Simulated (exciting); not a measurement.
# Cr: equation of state with PBEsol

Crystal: Cr.

```xyz
1
Lattice="-1.4844 1.4844 1.4844 1.4844 -1.4844 1.4844 1.4844 1.4844 -1.4844" Properties=species:S:1:pos:R:3 pbc="T T T"
Cr    0.0000    0.0000    0.0000
```

```json
{
 "Program": "exciting (release sodium)",
 "Task": "equation of state",
 "Functional": "PBEsol",
 "Potentials or basis": "all-electron LAPW+lo, shipped species files, valence relativity iora*",
 "rgkmax": "9",
 "k mesh": "12 × 12 × 12",
 "Occupations": "fermi-dirac, width 0.05 eV",
 "Spin": "collinear spin, ferromagnetic start",
 "gmaxvr (cutoff of density and potential)": "14 1/bohr",
 "lmaxapw (and lmaxmat)": "10",
 "lmaxvr": "8",
 "nempty": "20",
 "Valence relativity": "iora*",
 "Muffin-tin radii": "Cr 2.0 bohr"
}
```

```yaml
Equilibrium_volume: outside the volumes run
```

Energy against volume, from the lowest point:
```
volume (Å³/atom)  energy (meV/atom)
          12.299               0.00
          12.561              39.95
          12.823              85.25
          13.084             135.50
          13.346             189.97
          13.608             248.12
          13.870             309.66
```

Caveat: the minimum lies outside the volumes run.
